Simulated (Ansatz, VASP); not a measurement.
# Ta: VASP beside Ansatz

Contents of INCAR:

```
SYSTEM = Ta
ALGO     = Fast           ! electronic algorithm
EDIFF    = 1E-6           ! SCF threshold, eV
ENCUT    = 520            ! plane-wave cutoff, eV
ISIF     = 2              ! what is computed and relaxed
ISMEAR   = -1             ! smearing method
LASPH    = .TRUE.         ! aspherical terms in the spheres
LCHARG   = .TRUE.         ! write CHGCAR
LELF     = .TRUE.         ! ELF
LREAL    = .FALSE.        ! projectors in reciprocal space
LVHAR    = .TRUE.       
LWAVE    = .FALSE.        ! write WAVECAR
NBANDS   = 12             ! bands
NELM     = 60             ! most SCF steps
PREC     = Accurate       ! precision mode
SIGMA    = 0.05           ! smearing width, eV
```

File KPOINTS:

```
k-points
0
G
  11 11 11
  0 0 0
```

The input POSCAR:

```
Ta
1.0
   -1.6175709496      1.6175709496      1.6175709496
    1.6175709496     -1.6175709496      1.6175709496
    1.6175709496      1.6175709496     -1.6175709496
Ta
1
Direct
    0.0000000000      0.0000000000      0.0000000000
```

File input.yaml:

```yaml
crystal:
  lattice:
    - [-1.6175709496, 1.6175709496, 1.6175709496]
    - [1.6175709496, -1.6175709496, 1.6175709496]
    - [1.6175709496, 1.6175709496, -1.6175709496]
  atoms:
    - { symbol: Ta, position: [0.0, 0.0, 0.0] }
kpoints:
  mp_grid: { grid: [11, 11, 11] }
scf:
  occupations: { method: fermi_dirac, width: 0.05 }
hamiltonian:
  xc: lda
  pseudopotentials: { kind: all_electron, lapw: { basis_error: 0.001 } }
output:
  forces: true
  stress: true
  eigenvalues: true
```

Change from the starting cell: volume scaled by 0.94.

Alike in both runs: task single point; functional LDA; k mesh 11 × 11 × 11; occupations fermi-dirac, width 0.05 eV; no spin polarisation.

```csv
,VASP,Ansatz
version,VASP 6.6.1,Ansatz 0.2.0
potentials or method,"VASP PAW LDA potentials, release 64 (Ta_pv)","all-electron LAPW, scalar-relativistic"
plane-wave cutoff (eV),520,see its input
```

VASP gave:

* gap on the k mesh at the Fermi level (eV): none
* pressure (GPa): 4.9

Task: Which values does Ansatz return?

Result: gap on the k mesh at the Fermi level (eV): none; pressure (GPa): 3.6.

A gap of «none» marks a metal or a gap that the smearing closes. Ansatz ran all-electron here, so the differences hold the error of VASP's frozen core and of both bases.

Spin-orbit coupling is left out, which matters for the levels of Ta.
